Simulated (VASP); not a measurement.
**Ga2O3: input slips in a phonon run and what they do**

Aim: see how common mistakes in a phonon run show up, on Ga2O3. The starting structure is a measured crystal structure from the Crystallography Open Database.

Method: Kohn-Sham DFT with plane waves and PAW; LDA, in VASP 6.6.1.

## 1. The starting structure

The structure is monoclinic, space group C2/m (No. 12). Conventional cell: a = 12.214 Å, b = 3.037 Å, c = 5.798 Å, α = 90.00°, β = 103.83°, γ = 90.00°. Nearest to Ga lie 6 O at 1.94 to 2.07 Å. Nearest to Ga lie 4 O at 1.83 to 1.86 Å. Nearest to O lie 3 Ga at 1.83 to 1.94 Å. O has 4 Ga at 1.86 to 2.07 Å nearest. Nearest to O lie 3 Ga at 1.83 to 1.94 Å. Farther neighbours and most contacts between anions are not listed.

## 2. Reference modes

The cell comes from a relaxation at this level, not shown (103.04 Å³).

The input, INCAR:

```
SYSTEM = Ga2O3
PREC = Accurate
ENCUT = 520
EDIFF = 1E-08
NELM = 100
ISMEAR = 0
SIGMA = 0.03
LREAL = .FALSE.
ALGO = Normal
GGA = CA
NBANDS = 54
LORBIT = 11
LWAVE = .FALSE.
LCHARG = .FALSE.
KPAR = 16
IBRION = 6
NFREE = 2
POTIM = 0.015
NSW = 1
ISIF = 2
```

The input, POSCAR:

```
Ga2O3
1.0
    0.0000000000      3.0250690185      0.0000000000
   -1.3749254887      0.0000000000      5.6008219600
    6.0805437247     -1.5125345093      0.0055026909
Ga O
4 6
Direct
    0.3411033344      0.6855537421      0.6822066688
    0.6588966656      0.3144462579      0.3177933312
    0.9091840841      0.2047913807      0.8183681681
    0.0908159159      0.7952086193      0.1816318319
    0.5035648194      0.7442764130      0.0071296389
    0.4964351806      0.2557235870      0.9928703611
    0.8269515000      0.4381877376      0.6539029999
    0.1730485000      0.5618122624      0.3460970001
    0.8340394402      0.8904506741      0.6680788803
    0.1659605598      0.1095493259      0.3319211197
```

The input, KPOINTS:

```
Automatic mesh
0
Gamma
8 4 8
0 0 0
```

PAW data sets: Ga_d and O (LDA family, release 64).

The run is started by

```sh
mpirun -np 16 vasp_std
```

Output:

```text
[banner, memory and clock lines left out]
running   16 mpi-ranks, on    1 nodes
 distrk:  each k-point on    1 cores,   16 groups
 distr:  one band on    1 cores,    1 groups

 POSCAR found type information on POSCAR GaO
 POSCAR found :  2 types and      10 ions
|                                                                             |
|           W    W    AA    RRRRR   N    N  II  N    N   GGGG   !!!           |
|           W    W   A  A   R    R  NN   N  II  NN   N  G    G  !!!           |
|           W    W  A    A  R    R  N N  N  II  N N  N  G       !!!           |
|           W WW W  AAAAAA  RRRRR   N  N N  II  N  N N  G  GGG   !            |
|           WW  WW  A    A  R   R   N   NN  II  N   NN  G    G                |
|           W    W  A    A  R    R  N    N  II  N    N   GGGG   !!!           |
|                                                                             |
|     For optimal performance we recommend to set                             |
|       NCORE = 2 up to number-of-cores-per-socket                            |
|     NCORE specifies how many cores store one orbital (NPAR=cpu/NCORE).      |
|     This setting can greatly improve the performance of VASP for DFT.       |
|     The default, NCORE=1 might be grossly inefficient on modern             |
|     multi-core architectures or massively parallel machines. Do your        |
|     Unfortunately you need to use the default for GW and RPA                |
|     calculations (for HF NCORE is supported but not extensively tested      |
|     yet).                                                                   |
|                                                                             |

 LDA part: xc-table for (Slater(with rela. corr.)+CA(PZ))
 , standard interpolation
 POSCAR, INCAR and KPOINTS ok, starting setup
 FFT: planning ... GRIDC
 FFT: planning ... GRID_SOFT
 FFT: planning ... GRID
 WAVECAR not read
 entering main loop
       N       E                     dE             d eps       ncg     rms          rms(c)
DAV:   1     0.120254313301E+04    0.12025E+04   -0.40265E+04  9870   0.301E+03
DAV:   2     0.184007216152E+03   -0.10185E+04   -0.96264E+03  8696   0.811E+02
DAV:   3    -0.574573863454E+02   -0.24146E+03   -0.23507E+03  9696   0.260E+02
DAV:   4    -0.766202876996E+02   -0.19163E+02   -0.18951E+02 10422   0.796E+01
DAV:   5    -0.773240632026E+02   -0.70378E+00   -0.70222E+00 10978   0.154E+01    0.171E+01
DAV:   6    -0.683289197149E+02    0.89951E+01   -0.30951E+01 15768   0.636E+01    0.478E+00
DAV:   7    -0.683832819471E+02   -0.54362E-01   -0.33034E+00  9300   0.102E+01    0.334E+00
DAV:   8    -0.682695131273E+02    0.11377E+00   -0.63457E-01 12058   0.769E+00    0.138E+00
DAV:   9    -0.682315581109E+02    0.37955E-01   -0.16253E-01 12304   0.526E+00    0.262E-01
DAV:  10    -0.682326257107E+02   -0.10676E-02   -0.23317E-02 10900   0.110E+00    0.124E-01
DAV:  11    -0.682327288875E+02   -0.10318E-03   -0.23176E-03 11290   0.604E-01    0.825E-02
DAV:  12    -0.682326828656E+02    0.46022E-04   -0.68282E-04 12000   0.381E-01    0.191E-02
DAV:  13    -0.682326853187E+02   -0.24531E-05   -0.11521E-04 11644   0.943E-02    0.554E-03
DAV:  14    -0.682326866050E+02   -0.12863E-05   -0.19788E-05 11772   0.626E-02    0.703E-03
DAV:  15    -0.682326861117E+02    0.49331E-06   -0.25481E-06 13898   0.251E-02    0.285E-03
DAV:  16    -0.682326861301E+02   -0.18419E-07   -0.14353E-06 10636   0.788E-03    0.621E-04
DAV:  17    -0.682326861301E+02    0.23647E-10   -0.12026E-07 10096   0.641E-03    0.394E-04
DAV:  18    -0.682326861309E+02   -0.81673E-09   -0.41345E-08  7706   0.328E-03
   1 F= -.68232686E+02 E0= -.68232686E+02  d E =-.186147E-15
[... from here on, the cycles between the ionic steps are left out ...]
   2 F= -.68230624E+02 E0= -.68230624E+02  d E =-.512897E-15
   3 F= -.68230634E+02 E0= -.68230634E+02  d E =-.165875E-14
   4 F= -.68231408E+02 E0= -.68231408E+02  d E =-.359939E-15
   5 F= -.68231404E+02 E0= -.68231404E+02  d E =-.153353E-12
   6 F= -.68230673E+02 E0= -.68230673E+02  d E =-.740315E-13
   7 F= -.68230620E+02 E0= -.68230620E+02  d E =-.107282E-22
   8 F= -.68230222E+02 E0= -.68230222E+02  d E =-.685124E-11
   9 F= -.68230266E+02 E0= -.68230266E+02  d E =-.590753E-26
  10 F= -.68230568E+02 E0= -.68230568E+02  d E =-.198326E-25
  11 F= -.68230574E+02 E0= -.68230574E+02  d E =-.907129E-26
  12 F= -.68229897E+02 E0= -.68229897E+02  d E =-.390568E-23
  13 F= -.68229839E+02 E0= -.68229839E+02  d E =-.604183E-12
  14 F= -.68230237E+02 E0= -.68230237E+02  d E =-.374788E-11
  15 F= -.68230149E+02 E0= -.68230149E+02  d E =-.469962E-25
  16 F= -.68230254E+02 E0= -.68230254E+02  d E =-.167955E-25
  17 F= -.68230250E+02 E0= -.68230250E+02  d E =-.831524E-26
  18 F= -.68232047E+02 E0= -.68232047E+02  d E =-.103484E-10
  19 F= -.68232051E+02 E0= -.68232051E+02  d E =-.222574E-26
  20 F= -.68230604E+02 E0= -.68230604E+02  d E =-.122248E-25
  21 F= -.68230557E+02 E0= -.68230557E+02  d E =-.871306E-11
  22 F= -.68231948E+02 E0= -.68231948E+02  d E =-.790800E-26
  23 F= -.68231954E+02 E0= -.68231954E+02  d E =-.777514E-26
  24 F= -.68230806E+02 E0= -.68230806E+02  d E =-.263381E-26
  25 F= -.68230797E+02 E0= -.68230797E+02  d E =-.215346E-25
  26 F= -.68231989E+02 E0= -.68231989E+02  d E =-.894211E-11
  27 F= -.68231988E+02 E0= -.68231988E+02  d E =-.177044E-24
  28 F= -.68231429E+02 E0= -.68231429E+02  d E =-.139409E-25
  29 F= -.68231426E+02 E0= -.68231426E+02  d E =-.106982E-25
  30 F= -.68229678E+02 E0= -.68229678E+02  d E =-.133462E-24
 Finite differences progress:
  Degree of freedom:  15/ 15
  Displacement:        1/  2
  Total:              29/ 30
 bond charge predicted
       N       E                     dE             d eps       ncg     rms          rms(c)
DAV:   1    -0.682222356981E+02    0.74423E-02   -0.48636E+00  8784   0.909E+00    0.253E-01
DAV:   2    -0.682301588434E+02   -0.79231E-02   -0.97414E-02 11048   0.284E+00    0.161E-01
DAV:   3    -0.682299051771E+02    0.25367E-03   -0.60154E-03 12152   0.631E-01    0.843E-02
DAV:   4    -0.682297563862E+02    0.14879E-03   -0.94692E-04 12706   0.345E-01    0.192E-02
DAV:   5    -0.682297984919E+02   -0.42106E-04   -0.48323E-04 10100   0.151E-01    0.130E-02
DAV:   6    -0.682297955570E+02    0.29349E-05   -0.15654E-05 12954   0.161E-01    0.773E-03
DAV:   7    -0.682297950746E+02    0.48245E-06   -0.71682E-06 14270   0.443E-02    0.259E-03
DAV:   8    -0.682297952035E+02   -0.12896E-06   -0.31314E-06 10976   0.252E-02    0.924E-04
DAV:   9    -0.682297952118E+02   -0.82746E-08   -0.34837E-07 10688   0.106E-02    0.385E-04
DAV:  10    -0.682297952183E+02   -0.64538E-08   -0.11984E-07  9768   0.618E-03    0.260E-04
DAV:  11    -0.682297952204E+02   -0.21337E-08   -0.37887E-08  7828   0.263E-03
  31 F= -.68229795E+02 E0= -.68229795E+02  d E =-.427163E-11
 Finite differences progress:
  Degree of freedom:  15/ 15
  Displacement:        2/  2
  Total:              30/ 30
```

Wall time 11 min (16 MPI ranks of Intel Xeon 6975P-C (Granite Rapids), shared host); peak memory 15 GiB.

The logs omit lines about the potential files and the build; timing stands in the text.

(Continued in part 2 of 3.)

[Lines on the potential files, build, host, timing and source positions are cut from VASP's logs without a mark.]

[Logs are printed without paths, hosts, clocks, repeated set-up lines and the standing remarks that a program may print on its own settings, such as how far it seeks lower states.]

[Hosts, paths, dates, database ids (printed as entryN), source tags and the programs' standing remarks are cut or masked in the printed files.]
